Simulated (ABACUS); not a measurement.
# Cu (Fm-3m) in ABACUS: settings compared

The runs below take Cu through relaxation of cell and atoms, single point, with rPW86PBE, PBE.

Program: ABACUS 3.10.1. These are calculated values, not measurements. Logs are shortened: lines on timing, memory, paths and dates and some standing lists are left out, and cuts for length are marked.

**1. The structure**

The structure is cubic, space group Fm-3m (No. 225). The conventional cell has a = 3.615 Å, b = 3.615 Å, c = 3.615 Å, α = 90.00°, β = 90.00°, γ = 90.00°. Cu (site symmetry m-3m) is surrounded by 12 Cu at 2.56 Å.

**2. Relaxation of cell and atoms, rPW86PBE**

Contents of INPUT:

```
INPUT_PARAMETERS
suffix              Cu
calculation         cell-relax
basis_type          pw
pseudo_dir          ./
latname             fcc
symmetry            1
dft_functional      GGA_X_RPW86+GGA_C_PBE
ecutwfc             92
pseudo_rcut         7
nspin               1
nbands              14
ks_solver           dav
smearing_method     fd
smearing_sigma      0.00367493
scf_thr             1e-08
scf_nmax            100
mixing_type         broyden
mixing_beta         0.7
cal_force           1
cal_stress          1
relax_nmax          60
force_thr_ev        0.01
relax_method        cg
out_stru            1
stress_thr          0.5
kpar                4
```

Contents of STRU:

```
ATOMIC_SPECIES
Cu 63.5460 29_Cu_19_1.7_1.9_pbe_n_v1.0.upf

LATTICE_CONSTANT
6.8313599405

ATOMIC_POSITIONS
Direct

Cu
0.0
1
0.0000000000 0.0000000000 0.0000000000 1 1 1
```

Contents of KPT:

```
K_POINTS
0
Gamma
10 10 10 0 0 0
```

Potentials or basis: SPMS ONCV 1.0 PBE, plane waves.

The run is started by

```
$ OMP_NUM_THREADS=1 mpirun -np 4 abacus > log
```

running log:

```text
ABACUS v3.10.1

               Atomic-orbital Based Ab-initio Computation at UStc

 ------------------------------------------------------------------------------------

 READING GENERAL INFORMATION
                           global_out_dir = OUT.Cu/
                           global_in_card = INPUT
                               pseudo_dir = ./
                              orbital_dir =
                                    DSIZE = 4
                                    GSIZE = 1

 READING UNITCELL INFORMATION
                                    ntype = 1
                  lattice constant (Bohr) = 6.83136
              lattice constant (Angstrom) = 3.615

 READING ATOM TYPE 1
                               atom label = Cu
                      L=0, number of zeta = 1
                      L=1, number of zeta = 1
                      L=2, number of zeta = 1
             number of atom for this type = 1

                        TOTAL ATOM NUMBER = 1
DIRECT COORDINATES
    atom                   x                   y                   z     mag                  vx                  vy                  vz
taud_Cu1            0.0000000000        0.0000000000        0.0000000000  0.0000        0.0000000000        0.0000000000        0.0000000000

                          Volume (Bohr^3) = 79.7006
                             Volume (A^3) = 11.8104

 Lattice vectors: (Cartesian coordinate: in unit of a_0)
                 -0.5                  +0                +0.5
                   +0                +0.5                +0.5
                 -0.5                +0.5                  +0
 Reciprocal vectors: (Cartesian coordinate: in unit of 2 pi/a_0)
                   -1                  -1                  +1
                   +1                  +1                  +1
                   -1                  +1                  -1
 The esolver type has been set to : ksdft_pw

                PAO radial cut off (Bohr) = 7

 Read in pseudopotential file is 29_Cu_19_1.7_1.9_pbe_n_v1.0.upf
                     pseudopotential type = NC
          exchange-correlation functional = PBE
                 nonlocal core correction = 1
                        valence electrons = 19
                                     lmax = 2
                           number of zeta = 4
                     number of projectors = 6
                           L of projector = 0
                           L of projector = 0
                           L of projector = 1
                           L of projector = 1
                           L of projector = 2
                           L of projector = 2
 XC functional updated to : GGA_X_RPW86+GGA_C_PBE
          exchange-correlation functional = GGA_X_RPW86+GGA_C_PBE
     initial pseudo atomic orbital number = 10

 SETUP THE ELECTRONS NUMBER
            electron number of element Cu = 19
      total electron number of element Cu = 19
            AUTOSET number of electrons:  = 19
                           occupied bands = 10
                                   NBANDS = 14
                                   NLOCAL = 9

%%%%%%%%%%%%%%%%%%%%%%%%%%%%%%%%%%%%%%%%%%%%%%%%%%%%%%%%%%%%%%%%%%%%%%%%%%%%%%%%%%%%%%%%%%%%%%%%%%%%%%%%%%
 Warning: the number of valence electrons in pseudopotential > 11 for Cu: [Ar] 3d10 4s1
 Pseudopotentials with additional electrons can yield (more) accurate outcomes, but may be less efficient.
 If you're confident that your chosen pseudopotential is appropriate, you can safely ignore this warning.
%%%%%%%%%%%%%%%%%%%%%%%%%%%%%%%%%%%%%%%%%%%%%%%%%%%%%%%%%%%%%%%%%%%%%%%%%%%%%%%%%%%%%%%%%%%%%%%%%%%%%%%%%%

 SETUP THE PLANE WAVE BASIS
 energy cutoff for charge/potential (unit:Ry) = 368
            fft grid for charge/potential = [ 30, 30, 30 ]
                        fft grid division = [ 1, 1, 1 ]
        big fft grid for charge/potential = [ 30, 30, 30 ]
                                     nbxx = 27000
                                     nrxx = 27000

 SETUP PLANE WAVES FOR CHARGE/POTENTIAL
                    number of plane waves = 9505
                         number of sticks = 595

 PARALLEL PW FOR CHARGE/POTENTIAL
     PROC   COLUMNS(POT)             PW
        1            595           9505
 --------------- sum -------------------
        1            595           9505
                            number of |g| = 148
                                  max |g| = 435
                                  min |g| = 0

----------- Double Check Mixing Parameters Begin ------------
mixing_type: broyden
mixing_beta: 0.7
mixing_gg0: 1
mixing_gg0_min: 0.1
mixing_ndim: 8
----------- Double Check Mixing Parameters End ------------

 LATTICE VECTORS: (CARTESIAN COORDINATE: IN UNIT OF A0)
                 -0.5                  +0                +0.5
                   +0                +0.5                +0.5
                 -0.5                +0.5                  +0
                       right hand lattice = 1
[... 47 lines left out ...]
       6  0.50000000  0.50000000  0.50000000  0.0040       5
[... 22 lines left out ...]
      29  0.50000000  0.50000000  0.10000000  0.0240      45
      30 -0.20000000  0.40000000  0.40000000  0.0120      46
[... 17 further k points ...]

                               nkstot now = 47
[... K-POINTS DIRECT COORDINATES: 47 rows ...]

           k-point number in this process = 12
       minimum distributed K point number = 11
[... stars of the k points ...]

[... K-POINTS CARTESIAN COORDINATES: 12 rows ...]

[... K-POINTS DIRECT COORDINATES: 12 rows ...]

 SETUP PLANE WAVES FOR WAVE FUNCTIONS
     energy cutoff for wavefunc (unit:Ry) = 92
              fft grid for wave functions = [ 30, 30, 30 ]
                    number of plane waves = 1459
                         number of sticks = 163

 PARALLEL PW FOR WAVE FUNCTIONS
     PROC   COLUMNS(POT)             PW
        1            163           1459
 --------------- sum -------------------
        1            163           1459

 SETUP NONLOCAL PSEUDOPOTENTIALS IN PLANE WAVE BASIS
 Cu non-local projectors:
 projector 1 L=0
 projector 2 L=0
 projector 3 L=1
 projector 4 L=1
 projector 5 L=2
 projector 6 L=2
      TOTAL NUMBER OF NONLOCAL PROJECTORS = 18

 Init Non-Local PseudoPotential table :
 Init Non-Local-Pseudopotential done.

                                     npwx = 1243

 Make real space PAO into reciprocal space.
       max mesh points in Pseudopotential = 701
     dq(describe PAO in reciprocal space) = 0.01
                                    max q = 1926

 number of pseudo atomic orbitals for Cu is 4
WARNING: norm of atomic wavefunction # 3 of atomic type Cu is 0.99994, renormalized
WARNING: norm of atomic wavefunction # 4 of atomic type Cu is 0.995768, renormalized

 -------------------------------------------
 STEP OF RELAXATION : 1
 -------------------------------------------
                                 init_chg = atomic

 PW ALGORITHM --------------- ION=   1  ELEC=   1--------------------------------

 Density error is 0.207122744461
                          Error Threshold = 0.01
----------------------------------------------------------
     Energy           Rydberg                 eV
----------------------------------------------------------
 E_KohnSham     -365.3368224202      -4970.6624741289
 E_Harris       -373.1933833080      -5077.5564688875
 E_Fermi        1.4386339475         19.5736190228
----------------------------------------------------------

 PW ALGORITHM --------------- ION=   1  ELEC=   2--------------------------------

 Density error is 0.219594681363
                          Error Threshold = 0.00109011970769
----------------------------------------------------------
     Energy           Rydberg                 eV
----------------------------------------------------------
 E_KohnSham     -365.3935929755      -4971.4348771590
 E_Harris       -357.4759942194      -4863.7104195993
 E_Fermi        1.2691718337         17.2679686795
----------------------------------------------------------

 PW ALGORITHM --------------- ION=   1  ELEC=   3--------------------------------

 Density error is 0.000273407472303
                          Error Threshold = 0.00109011970769
----------------------------------------------------------
     Energy           Rydberg                 eV
----------------------------------------------------------
 E_KohnSham     -365.4330888211      -4971.9722457070
 E_Harris       -365.3117584563      -4970.3214614054
 E_Fermi        1.3325493353         18.1302638265
----------------------------------------------------------

 PW ALGORITHM --------------- ION=   1  ELEC=   4--------------------------------

 Density error is 0.000155441163496
                          Error Threshold = 1.43898669633e-06
----------------------------------------------------------
     Energy           Rydberg                 eV
----------------------------------------------------------
 E_KohnSham     -365.4337940704      -4971.9818411162
 E_Harris       -365.6126441489      -4974.4152212708
 E_Fermi        1.3331223150         18.1380596153
----------------------------------------------------------
[... 598 lines left out ...]
 6/12 kpoint (Cartesian) = -0.49134 0.49134 0.49134 (1194 pws)
       1     -95.335746       0.008000
       2     -52.877850       0.008000
       3     -52.803507       0.008000
       4     -52.803507       0.008000
       5      12.204809       0.008000
       6      14.141821       0.008000
       7      14.141821       0.008000
       8      15.478216       0.008000
       9      15.478216       0.008000
      10      16.172178       0.008000
      11      20.469901       0.000000
      12      37.936747       0.000000
      13      38.141274       0.000000
      14      38.141274       0.000000

[... levels at 6 further k points ...]

------------------------------------------------------------------------------------------
 TOTAL-FORCE (eV/Angstrom)
------------------------------------------------------------------------------------------
                       Cu1         0.0000000000         0.0000000000         0.0000000000
------------------------------------------------------------------------------------------

----------------------------------------------------------------
 TOTAL-STRESS (KBAR)
----------------------------------------------------------------
        -0.4447249964         0.0000000000        -0.0000000000
         0.0000000000        -0.4447249964         0.0000000000
        -0.0000000000        -0.0000000000        -0.4447249964
----------------------------------------------------------------
 TOTAL-PRESSURE: -0.444725 KBAR

 Largest gradient in force is 0.000000 eV/A.
 Threshold is 0.010000 eV/A.

 Largest gradient in stress is 0.444725 kbar.
 Threshold is 0.500000 kbar.

 Relaxation is converged!

 --------------------------------------------
 !FINAL_ETOT_IS -4971.9951924773604333 eV
 --------------------------------------------
```

Run time: 41 s. Hardware: 4 MPI ranks of Intel Xeon Platinum 8259CL at 2.50GHz (Skylake/Cascade Lake), shared host; peak memory 0.36 GiB.

Results:

| Quantity | Value |
| --- | --- |
| Free energy | -4971.9952 eV |
| Relaxed volume | 12.45 Å³/atom |
| Relaxed cell | a = 2.601 Å, b = 2.601 Å, c = 2.601 Å, α = 60.00°, β = 60.00°, γ = 60.00° |
| Space group after relaxing (to 0.05 Å) | Fm-3m (No. 225) |
| Energy gained by relaxing | 14.0 meV/atom |
| Ionic steps | 6 |
| Pressure after relaxing | 0.0 GPa |
| Band gap on the k mesh | none (metal or under the smearing width) |

Step by step:
| step | energy change (eV) | largest force (eV/Å) | pressure (GPa) | volume (Å³) |
| --- | --- | --- | --- | --- |
| 1 | 0.0000 | 0.0000 | 7.44 | 11.81 |
| 2 | -0.0099 | 0.0000 | -3.54 | 12.81 |
| 3 | -0.0140 | 0.0000 | -0.07 | 12.44 |
| 4 | -0.0140 | 0.0000 | 0.16 | 12.43 |
| 5 | -0.0140 | 0.0000 | 0.08 | 12.44 |
| 6 | -0.0140 | 0.0000 | -0.04 | 12.45 |

Final structure:
```
CELL_PARAMETERS angstrom
-1.83937 0.00000 1.83937
0.00000 1.83937 1.83937
-1.83937 1.83937 0.00000
ATOMIC_POSITIONS crystal
Cu 0.00000 0.00000 0.00000
```

Caveat: the potentials were made for another functional, which shifts forces and pressure.

**3. Single point, PBE**

Contents of run_abacus.py:

```python
"""ABACUS run from a structure file: ASE reads it, the script writes STRU, KPT and INPUT."""
import re
import subprocess
import spglib
from ase import Atoms
from ase.io import read
from ase.units import Bohr

atoms = read("Cu.cif")
cell, frac, numbers = spglib.standardize_cell((atoms.cell[:], atoms.get_scaled_positions(), atoms.numbers), to_primitive=True, symprec=1e-4)
atoms = Atoms(numbers=numbers, cell=cell, scaled_positions=frac, pbc=True)  # the primitive cell
atoms = atoms[(-atoms.numbers).argsort(kind="stable")]  # ABACUS lists atoms element by element
pseudo = {'Cu': 'cu_pbe_v1.2.uspp.F.UPF'}
orbital = {}
magmoms = None
kmesh = [10, 10, 10]
params = {
    'suffix': 'Cu',
    'calculation': 'scf',
    'basis_type': 'pw',
    'pseudo_dir': './',
    'symmetry': 1,
    'dft_functional': 'pbe',
    'ecutwfc': 40,
    'pseudo_rcut': 10,
    'nspin': 1,
    'nbands': 20,
    'ks_solver': 'dav',
    'smearing_method': 'fd',
    'smearing_sigma': 0.00367493,
    'scf_thr': 1e-08,
    'scf_nmax': 100,
    'mixing_type': 'broyden',
    'mixing_beta': 0.7,
    'cal_force': 1,
    'cal_stress': 1,
    'ecutrho': 320,
    'out_chg': 1,
    'kpar': 4,
}

symbols = atoms.get_chemical_symbols()
elements = list(dict.fromkeys(symbols))
lines = ["ATOMIC_SPECIES"] + [f"{e} {atoms.get_masses()[symbols.index(e)]:.4f} {pseudo[e]}" for e in elements]
if orbital:
    lines += ["", "NUMERICAL_ORBITAL"] + [orbital[e] for e in elements]
lines += ["", "LATTICE_CONSTANT", f"{1 / Bohr:.10f}", "", "LATTICE_VECTORS"]
lines += [" ".join(f"{x:.10f}" for x in v) for v in atoms.cell]
lines += ["", "ATOMIC_POSITIONS", "Direct"]
for e in elements:
    lines += ["", e, "0.0", str(symbols.count(e))]
    for i, p in enumerate(atoms.get_scaled_positions(wrap=False)):
        if symbols[i] == e:
            mag = "" if magmoms is None else " mag " + " ".join(str(x) for x in (magmoms[i] if isinstance(magmoms[i], list) else [magmoms[i]]))
            lines.append(" ".join(f"{x:.10f}" for x in p) + " 1 1 1" + mag)
open("STRU", "w").write("\n".join(lines) + "\n")
open("KPT", "w").write("K_POINTS\n0\nGamma\n%d %d %d 0 0 0\n" % tuple(kmesh))
open("INPUT", "w").write("INPUT_PARAMETERS\n" + "".join(f"{k:<20s}{v}\n" for k, v in params.items()))

done = subprocess.run(['mpirun', '-np', '4', 'abacus'])
if done.returncode:
    raise SystemExit(done.returncode)
log = open("OUT.Cu/running_scf.log").read()
print("final energy (eV):", re.findall(r"FINAL_ETOT_IS (\S+)", log))
```

Contents of Cu.cif:

```cif
data_Cu
_cell_length_a 3.61500000
_cell_length_b 3.61500000
_cell_length_c 3.61500000
_cell_angle_alpha 90.00000000
_cell_angle_beta 90.00000000
_cell_angle_gamma 90.00000000
_space_group_name_H-M_alt 'Fm-3m'
_space_group_name_Hall '-F 4 2 3'
_space_group_IT_number 225
loop_
_space_group_symop_operation_xyz
'x,y,z'
'-x,-y,-z'
'-y,x,z'
'y,-x,-z'
'-x,-y,z'
'x,y,-z'
'y,-x,z'
'-y,x,-z'
'x,-y,-z'
'-x,y,z'
'-y,-x,-z'
'y,x,z'
'-x,y,-z'
'x,-y,z'
'y,x,-z'
'-y,-x,z'
'z,x,y'
'-z,-x,-y'
'z,-y,x'
'-z,y,-x'
'z,-x,-y'
'-z,x,y'
'z,y,-x'
'-z,-y,x'
'-z,x,-y'
'z,-x,y'
'-z,-y,-x'
'z,y,x'
'-z,-x,y'
'z,x,-y'
'-z,y,x'
'z,-y,-x'
'y,z,x'
'-y,-z,-x'
'x,z,-y'
'-x,-z,y'
'-y,z,-x'
'y,-z,x'
'-x,z,y'
'x,-z,-y'
'-y,-z,x'
'y,z,-x'
'-x,-z,-y'
'x,z,y'
'y,-z,-x'
'-y,z,x'
'x,-z,y'
'-x,z,-y'
'x,y+1/2,z+1/2'
'-x,-y+1/2,-z+1/2'
'-y,x+1/2,z+1/2'
[... 62 lines left out ...]
'-z+1/2,-x,-y+1/2'
'z+1/2,-y,x+1/2'
'-z+1/2,y,-x+1/2'
'z+1/2,-x,-y+1/2'
'-z+1/2,x,y+1/2'
'z+1/2,y,-x+1/2'
'-z+1/2,-y,x+1/2'
'-z+1/2,x,-y+1/2'
'z+1/2,-x,y+1/2'
'-z+1/2,-y,-x+1/2'
'z+1/2,y,x+1/2'
'-z+1/2,-x,y+1/2'
'z+1/2,x,-y+1/2'
'-z+1/2,y,x+1/2'
'z+1/2,-y,-x+1/2'
'y+1/2,z,x+1/2'
'-y+1/2,-z,-x+1/2'
'x+1/2,z,-y+1/2'
'-x+1/2,-z,y+1/2'
'-y+1/2,z,-x+1/2'
'y+1/2,-z,x+1/2'
'-x+1/2,z,y+1/2'
'x+1/2,-z,-y+1/2'
'-y+1/2,-z,x+1/2'
'y+1/2,z,-x+1/2'
'-x+1/2,-z,-y+1/2'
'x+1/2,z,y+1/2'
'y+1/2,-z,-x+1/2'
'-y+1/2,z,x+1/2'
'x+1/2,-z,y+1/2'
'-x+1/2,z,-y+1/2'
'x+1/2,y+1/2,z'
'-x+1/2,-y+1/2,-z'
'-y+1/2,x+1/2,z'
'y+1/2,-x+1/2,-z'
'-x+1/2,-y+1/2,z'
'x+1/2,y+1/2,-z'
'y+1/2,-x+1/2,z'
'-y+1/2,x+1/2,-z'
'x+1/2,-y+1/2,-z'
'-x+1/2,y+1/2,z'
'-y+1/2,-x+1/2,-z'
'y+1/2,x+1/2,z'
'-x+1/2,y+1/2,-z'
'x+1/2,-y+1/2,z'
'y+1/2,x+1/2,-z'
'-y+1/2,-x+1/2,z'
'z+1/2,x+1/2,y'
'-z+1/2,-x+1/2,-y'
'z+1/2,-y+1/2,x'
'-z+1/2,y+1/2,-x'
'z+1/2,-x+1/2,-y'
'-z+1/2,x+1/2,y'
'z+1/2,y+1/2,-x'
'-z+1/2,-y+1/2,x'
'-z+1/2,x+1/2,-y'
'z+1/2,-x+1/2,y'
'-z+1/2,-y+1/2,-x'
'z+1/2,y+1/2,x'
'-z+1/2,-x+1/2,y'
'z+1/2,x+1/2,-y'
'-z+1/2,y+1/2,x'
'z+1/2,-y+1/2,-x'
'y+1/2,z+1/2,x'
'-y+1/2,-z+1/2,-x'
'x+1/2,z+1/2,-y'
'-x+1/2,-z+1/2,y'
'-y+1/2,z+1/2,-x'
'y+1/2,-z+1/2,x'
'-x+1/2,z+1/2,y'
'x+1/2,-z+1/2,-y'
'-y+1/2,-z+1/2,x'
'y+1/2,z+1/2,-x'
'-x+1/2,-z+1/2,-y'
'x+1/2,z+1/2,y'
'y+1/2,-z+1/2,-x'
'-y+1/2,z+1/2,x'
'x+1/2,-z+1/2,y'
'-x+1/2,z+1/2,-y'
loop_
_atom_site_label
_atom_site_type_symbol
_atom_site_symmetry_multiplicity
_atom_site_Wyckoff_symbol
_atom_site_fract_x
_atom_site_fract_y
_atom_site_fract_z
_atom_site_occupancy
Cu1 Cu 4 a 0.0000000000 0.0000000000 0.0000000000 1
```

Potentials or basis: GBRV ultrasoft 1.5 PBE, plane waves.

The run is started by

```
$ OMP_NUM_THREADS=1 python run_abacus.py > log
```

It took 4.6 s on 4 MPI ranks of Intel Xeon Platinum 8488C (Sapphire Rapids), shared host; peak memory 0.32 GiB.

It converged, with:

```
Free energy            : -5493.7270 eV
Pressure               : 2.3 GPa
Band gap on the k mesh : none (metal or under the smearing width)
```

Levels at points of the mesh, in eV from the Fermi level:
| k point | band 7 | band 8 | band 9 | band 10 | band 11 | band 12 | band 13 | band 14 |
| --- | --- | --- | --- | --- | --- | --- | --- | --- |
| (0.00, 0.00, 0.00) | -2.91 | -2.91 | -2.08 | -2.08 | 22.67 | 25.29 | 25.29 | 25.29 |
| (0.50, 0.50, 0.50) | -2.94 | -1.49 | -1.49 | -0.97 | 3.87 | 21.16 | 22.11 | 22.11 |
| (0.50, 0.50, 0.00) | -1.52 | -1.35 | -1.35 | 1.53 | 7.23 | 13.11 | 13.11 | 17.78 |
